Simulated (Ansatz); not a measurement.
Geometry optimisation, DFT PBEsol, scalar-relativistic, plane waves, PAW in Ansatz.

Input file:

```yaml
crystal:
  lattice:
    - [0.0, 4.28, 4.28]
    - [4.28, 0.0, 4.28]
    - [4.28, 4.28, 0.0]
  atoms:
    - { symbol: Zn, position: [0.0, 0.0, 0.0] }
    - { symbol: O, position: [0.25, 0.25, 0.25] }
    - { symbol: Zn, position: [0.0, 0.0, 0.5] }
    - { symbol: O, position: [0.25, 0.25, 0.75] }
    - { symbol: Zn, position: [0.0, 0.5, 0.0] }
    - { symbol: O, position: [0.25, 0.75, 0.25] }
    - { symbol: Zn, position: [0.0, 0.5, 0.5] }
    - { symbol: O, position: [0.25, 0.75, 0.75] }
    - { symbol: Zn, position: [0.5, 0.0, 0.0] }
    - { symbol: O, position: [0.75, 0.25, 0.25] }
    - { symbol: Zn, position: [0.5, 0.0, 0.5] }
    - { symbol: O, position: [0.75, 0.25, 0.75] }
    - { symbol: Zn, position: [0.5, 0.5, 0.0] }
    - { symbol: O, position: [0.75, 0.75, 0.25] }
    - { symbol: Zn, position: [0.5, 0.5, 0.5] }
    - { symbol: O, position: [0.75, 0.75, 0.75] }
    - { symbol: Al, position: [1.12124985, 0.61951474, 0.63105016], spin: 1.0 }
magnetization:
  spin_polarized: true
basis:
  ecutwfc: 420.0
kpoints:
  mp_grid: { grid: [2, 2, 2] }
hamiltonian:
  xc: pbesol
  pseudopotentials: { kind: paw, azcp: { folder: soft_1 } }
scf:
  occupations: { method: gaussian, width: 0.02 }
  lower_state_search: "off"
relax:
  f_tol: 0.03
  max_steps: 60
  adjacent_minimum: "off"
```

Command:

```bash
$ ansatz run input.yaml --threads 2 --pin off --max-ram 5120MiB --backend cpu --events-out ev --progress --plain --runs-dir out
```

**Question.** Where does it end, and by what steps?

**Answer.** It converged. The force dipped under the threshold on the way, but the program's further checks kept it going. Limits of this set-up: coarse k mesh, PAW files made for another functional. After 29 steps the energy has fallen by 8.200 eV; Zn7 moved furthest, 0.84 Å. Parted: O2–Zn5 (2.14 → 2.76 Å), Zn3–O6 (2.14 → 2.37 Å), Zn3–O16 (2.14 → 2.48 Å), O4–Zn5 (2.14 → 2.78 Å), O4–Zn7 (2.14 → 2.81 Å), O4–Zn15 (2.14 → 2.79 Å).

| step | energy less start (eV) | largest force component (eV/Å) | accepted |
| --- | --- | --- | --- |
| 0 | 0.0000 | 7.301 | yes |
| 2 | -7.5921 | 0.590 | yes |
| 4 | -7.8405 | 0.255 | yes |
| 6 | -7.8574 | 0.059 | yes |
| 8 | -7.8602 | 0.060 | yes |
| 10 | -7.8624 | 0.033 | yes |
| 12 | -7.8609 | 0.066 | no |
| 14 | -7.8635 | 0.021 | yes |
| 16 | -7.8671 | 0.107 | yes |
| 18 | -7.9240 | 0.593 | yes |
| 20 | -8.0889 | 0.402 | yes |
| 22 | -8.1693 | 0.289 | yes |
| 24 | -8.1775 | 0.202 | no |
| 26 | -8.1984 | 0.073 | yes |
| 28 | -8.2000 | 0.043 | yes |
| 29 | -8.2004 | 0.017 | yes |

```xyz
17
Lattice="0.0000 4.2800 4.2800 4.2800 0.0000 4.2800 4.2800 4.2800 0.0000" Properties=species:S:1:pos:R:3
Zn -0.033 -0.033 0.068
O 1.956 2.344 2.158
Zn 2.367 1.930 0.286
O 4.199 4.353 2.053
Zn 2.635 -0.270 1.577
O 4.320 2.248 4.253
Zn 3.706 1.622 2.462
O 6.395 4.221 4.206
Zn 0.016 2.044 2.104
O 1.958 4.333 4.104
Zn 2.234 4.323 2.169
O 4.242 6.582 4.091
Zn 2.046 2.242 4.207
O 4.499 4.057 6.574
Zn 4.581 4.839 4.770
O 6.346 6.427 6.393
Al 5.246 7.598 7.335
```

Run time: 4.3 min on 2 threads of Arm Neoverse V1 (shared host), peak memory 0.61 GiB.
